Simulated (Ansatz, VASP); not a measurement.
Cu in VASP and in Ansatz

INCAR

```
SYSTEM = Cu
ALGO = Normal
EDIFF = 1E-7
ENCUT = 520
GGA = PS
ISIF = 2
ISMEAR = -1
LASPH = .TRUE.
LCHARG = .FALSE.
LREAL = .FALSE.
LWAVE = .FALSE.
NBANDS = 18
NELM = 80
PREC = Accurate
SIGMA = 0.1
```

File KPOINTS:

```
k-points
0
G
  14 14 14
  0 0 0
```

The input POSCAR:

```
Cu
1.0
    0.0000000000      2.1815689304      2.1815689304
    2.1815689304      0.0000000000      2.1815689304
    2.1815689304      2.1815689304      0.0000000000
Cu
2
Direct
   -0.1250000000     -0.1250000000     -0.1250000000
    0.1250000000      0.1250000000      0.1250000000
```

Input for Ansatz:

```yaml
crystal:
  lattice:
    - [0.0, 2.1815689304, 2.1815689304]
    - [2.1815689304, 0.0, 2.1815689304]
    - [2.1815689304, 2.1815689304, 0.0]
  atoms:
    - { symbol: Cu, position: [-0.125, -0.125, -0.125] }
    - { symbol: Cu, position: [0.125, 0.125, 0.125] }
kpoints:
  mp_grid: { grid: [14, 14, 14] }
scf:
  occupations: { method: fermi_dirac, width: 0.1 }
hamiltonian:
  xc: pbesol
  pseudopotentials: { kind: all_electron, lapw: { basis_error: 0.001 } }
output:
  forces: true
  stress: true
  eigenvalues: true
  populations: true
```

Change from the starting cell: volume scaled by 0.58, LAPW.

Alike in both runs: task single point; functional PBEsol; k mesh 14 × 14 × 14; occupations fermi-dirac, width 0.1 eV; no spin polarisation.

```csv
,VASP,Ansatz
version,VASP 6.6.1,Ansatz 0.2.0
potentials or method,"VASP PAW PBE potentials, release 64 (Cu)","all-electron LAPW, scalar-relativistic"
plane-wave cutoff (eV),520,see its input
```

|  | VASP | Ansatz | Ansatz less VASP |
| --- | --- | --- | --- |
| pressure (GPa) | 140.0 | 139.1 | -0.91 |

Ansatz ran all-electron here, so the differences hold the error of VASP's frozen core and of both bases.

Caveats: the cell as given lies far from equilibrium; so large a pressure means that the cell lies far from this level's equilibrium, or that cutoff or potentials fall short (VASP); the potentials were made for another functional, which shifts forces and pressure (VASP).
